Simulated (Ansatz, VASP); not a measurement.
**SiC (Moissanite 3C) in VASP and in Ansatz**

```
CELL_PARAMETERS angstrom
0.00000 2.17900 2.17900
2.17900 0.00000 2.17900
2.17900 2.17900 0.00000
ATOMIC_POSITIONS crystal
Si 0.00000 0.00000 0.00000
C 0.75000 0.75000 0.75000
```

Alike in both runs: task band structure; functional LDA; k mesh 10 × 10 × 10; occupations fermi-dirac, width 0.05 eV; no spin polarisation.

```csv
,VASP,Ansatz
version,VASP 6.6.1,Ansatz 0.2.0
potentials or method,"VASP PAW LDA potentials, release 64 (Si, C)",Ansatz PAW
plane-wave cutoff (eV),520,420
valence electrons in the cell,8,8
```

Ansatz gave:

* gap on the k mesh at the Fermi level (eV): 1.32
* least direct gap on the mesh (eV): 4.51
* gap along the band path (eV): 1.32
* pressure (GPa): -4.4

Q: Estimate VASP's values.

A: gap on the k mesh at the Fermi level (eV): 1.30; least direct gap on the mesh (eV): 4.50; gap along the band path (eV): 1.30; pressure (GPa): -4.0.

Caveats: the pressure holds a Pulay correction of +0.4 GPa for the finite cutoff (Ansatz); the PAW data sets come from PBE, with cores solved anew for the run's functional, which leaves a small shift of forces and pressure (Ansatz). As with any semilocal functional, this LDA gap is likely too small.
